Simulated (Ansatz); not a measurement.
# MnO: the cost of one run

Method: DFT PBE+U (U_eff = 3 eV on Mn d), plane waves, PAW, in Ansatz 0.2.0.

## 1. The starting structure

Symmetry: F-43m, No. 216, cubic system. Conventional cell: a = 4.873 Å, b = 4.873 Å, c = 4.873 Å, α = 90.00°, β = 90.00°, γ = 90.00°. Mn (site symmetry -43m) is surrounded by 4 O at 2.11 Å. O (site symmetry -43m) is surrounded by 4 Mn at 2.11 Å.

Coordinates:

```
Mn O
1.0
     0.00000    2.43651    2.43651
     2.43651    0.00000    2.43651
     2.43651    2.43651    0.00000
Mn O
1 1
Direct
  0.00000 0.00000 0.00000
  0.25000 0.25000 0.25000
```

Magnetic order typed: ferromagnetic.

An earlier series on this cell reached its lowest free state from «from atoms, symmetry kept, no search», perhaps among other starts.

## 2. From atoms, default search

Input file input.yaml:

```yaml
crystal:
  lattice:
    - [0.0, 2.43651343, 2.43651343]
    - [2.43651343, 0.0, 2.43651343]
    - [2.43651343, 2.43651343, 0.0]
  atoms:
    - { symbol: Mn, position: [0.0, 0.0, 0.0], spin: 5.0 }
    - { symbol: O, position: [0.25, 0.25, 0.25] }
basis:
  ecutwfc: 420
  ecutrho_ratio: 4
kpoints:
  mp_grid: { grid: [7, 7, 7] }
hamiltonian:
  xc: pbe
  hubbard: { sites: [{ site: 0, l: d, u_eff: 3.0 }] }
scf:
  occupations: { method: gaussian, width: 0.05 }
output:
  forces: true
  stress: true
  eigenvalues: true
  populations: true
  hubbard: { sites: [{ site: 0, l: d }] }
  write_density: true
  write_potential: true
  elf: true
  volumetric_format: npy
magnetization:
  spin_polarized: true
```

Launch:

```
> ansatz run input.yaml --threads 2 --pin off --max-ram 3072MiB --backend cpu --events-out ev --progress --plain --runs-dir out
```

What time and memory should one allow on 2 threads of Arm Neoverse V2, shared host?

About 2.2 s, with a peak of 0.3 GiB.
